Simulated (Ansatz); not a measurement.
Geometry optimisation, DFT PBEsol, scalar-relativistic, plane waves, PAW in Ansatz 0.2.0.

Input:

```yaml
crystal:
  lattice:
    - [0.0, 5.43, 5.43]
    - [5.43, 0.0, 5.43]
    - [5.43, 5.43, 0.0]
  atoms:
    - { symbol: Si, position: [0.0, 0.0, 0.0] }
    - { symbol: Si, position: [0.125, 0.125, 0.125] }
    - { symbol: Si, position: [0.0, 0.0, 0.5] }
    - { symbol: Si, position: [0.125, 0.125, 0.625] }
    - { symbol: Si, position: [0.0, 0.5, 0.0] }
    - { symbol: Si, position: [0.125, 0.625, 0.125] }
    - { symbol: Si, position: [0.0, 0.5, 0.5] }
    - { symbol: Si, position: [0.125, 0.625, 0.625] }
    - { symbol: Si, position: [0.5, 0.0, 0.0] }
    - { symbol: Si, position: [0.625, 0.125, 0.125] }
    - { symbol: Si, position: [0.5, 0.0, 0.5] }
    - { symbol: Si, position: [0.625, 0.125, 0.625] }
    - { symbol: Si, position: [0.5, 0.5, 0.0] }
    - { symbol: Si, position: [0.625, 0.625, 0.125] }
    - { symbol: Si, position: [0.5, 0.5, 0.5] }
    - { symbol: Si, position: [0.625, 0.625, 0.625] }
    - { symbol: Si, position: [0.2521103, 0.2520898, 0.252588] }
basis:
  ecutwfc: 420.0
kpoints:
  mp_grid: { grid: [2, 2, 2] }
hamiltonian:
  xc: pbesol
  pseudopotentials: { kind: paw, azcp: { folder: soft_1 } }
scf:
  occupations: { method: fermi_dirac, width: 0.05 }
  lower_state_search: "off"
relax:
  f_tol: 0.08
  max_steps: 25
  adjacent_minimum: "off"
output:
  write_density: true
  write_potential: true
  elf: true
  volumetric_format: npy
```

Run as:

```bash
$ ansatz run input.yaml --threads 1 --pin off --max-ram 3072MiB --backend cpu --events-out ev --progress --plain --runs-dir out
```

Task: Where does it end, and by what steps?

Result: It converged. The threshold is loose, so the end isn't yet a minimum. Limits of this set-up: coarse k mesh, PAW files made for another functional. After 2 steps the energy has fallen by 0.126 eV; Si4 moved furthest, 0.05 Å.

```
step  energy less start (eV)  largest force component (eV/Å)  accepted
   0                  0.0000                           0.582       yes
   1                 -0.1109                           0.203       yes
   2                 -0.1265                           0.019       yes
```

```xyz
17
Lattice="0.0000 5.4300 5.4300 5.4300 0.0000 5.4300 5.4300 5.4300 0.0000" Properties=species:S:1:pos:R:3
Si 0.007 0.007 0.006
Si 1.341 1.341 1.341
Si 2.718 2.718 -0.033
Si 4.100 4.100 1.332
Si 2.718 -0.033 2.718
Si 4.099 1.333 4.099
Si 5.464 2.714 2.714
Si 6.783 4.077 4.077
Si -0.033 2.718 2.718
Si 1.333 4.099 4.099
Si 2.714 5.464 2.714
Si 4.077 6.783 4.077
Si 2.714 2.714 5.464
Si 4.077 4.077 6.783
Si 5.428 5.428 5.428
Si 6.780 6.780 6.780
Si 2.722 2.722 2.721
```

Whether the end is a true minimum wasn't checked by a vibrational analysis.

Run time: 20 s on 1 thread of Intel(R) Xeon(R) Platinum 8488C (Sapphire Rapids), on a shared host, peak memory 0.58 GiB.
